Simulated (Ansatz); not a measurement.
## Rh under changes of volume

One of the cells (14.302 Å³/atom); the others are scaled copies at fixed shape and fractional positions:

```
Rh
1.0
     2.73098    0.00000    0.00000
    -1.36549    2.36510    0.00000
     0.00000    0.00000    4.42849
Rh
2
Direct
  0.33333 0.66667 0.25000
  0.66667 0.33333 0.75000
```

This isn't the form of Rh at room conditions, which is fcc.

| Quantity | Value |
| --- | --- |
| Program | Ansatz 0.2.0 |
| Functional | HSE06 |
| Potentials or basis | Ansatz PAW |
| Cutoff | 420 eV (not typed: the program's choice for these potentials) |
| k mesh | 6 × 6 × 4 |
| Occupations | fermi-dirac, width 0.05 eV |
| Spin | no spin polarisation |

```csv
volume (Å³/atom),energy over the lowest point (meV/atom),pressure (GPa)
13.444,0.00,1.4
13.730,3.20,-4.6
14.016,16.43,-9.9
14.302,38.48,-14.5
14.588,68.25,-18.5
14.874,104.75,-22.0
15.160,?,?
```

**Question.** What does the run at 15.160 Å³/atom give?

**Answer.** Energy over the lowest point 147.10 meV/atom; pressure -25.1 GPa.

Worked out: A Birch-Murnaghan fit of order 3 (a polynomial in V^(-2/3)) to the other rows has its minimum at 13.50 Å³/atom with B0 = V·E''(V) = 295 GPa and B' = 5.2 at fixed shape and positions, which overstates the stiffness. It gives 147.16 meV/atom at 15.160 Å³/atom, against the run's 147.10, and -dE/dV = -25.3 GPa, against -25.1.

Energies are extrapolated to zero smearing.

Caveats: all runs use coarse meshes; the PAW data sets come from PBE, with cores solved anew for the run's functional, which leaves a small shift of forces and pressure; the thresholds are loose for stress.
